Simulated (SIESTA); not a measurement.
The system is Sn.

```xyz
2
Lattice="-2.9401 2.9401 1.5993 2.9401 -2.9401 1.5993 2.9401 2.9401 -1.5993" Properties=species:S:1:pos:R:3 pbc="T T T"
Sn    0.0000    0.0000    0.0000
Sn    0.0000    2.9401    0.7997
```

Base run:

| Item | Value |
| --- | --- |
| Program | SIESTA 5.4.2 |
| Functional | PBE |
| Potentials or basis | PseudoDojo 0.4 standard (PBE files) |
| Basis | SZP (energy shift 0.003 Ry) |
| Grid cutoff | 500 Ry |
| Energy shift | 0.003 Ry |
| k mesh | 9 × 9 × 9 |
| Occupations | fermi-dirac, width 0.05 eV |
| Spin | no spin polarisation |

Its results: band gap on the k mesh none (metal or under the smearing width); pressure 3.3 GPa.

Problem. The run is repeated on the same cell with these changes: basis from SZP (energy shift 0.003 Ry) to DZDP (energy shift 0.003 Ry; two zetas on semicore shells). What comes out?

Solution. Band gap on the k mesh none (metal or under the smearing width); pressure 2.1 GPa.

Caveats: the basis of atomic orbitals isn't converged, which shifts pressures, moduli and gaps.
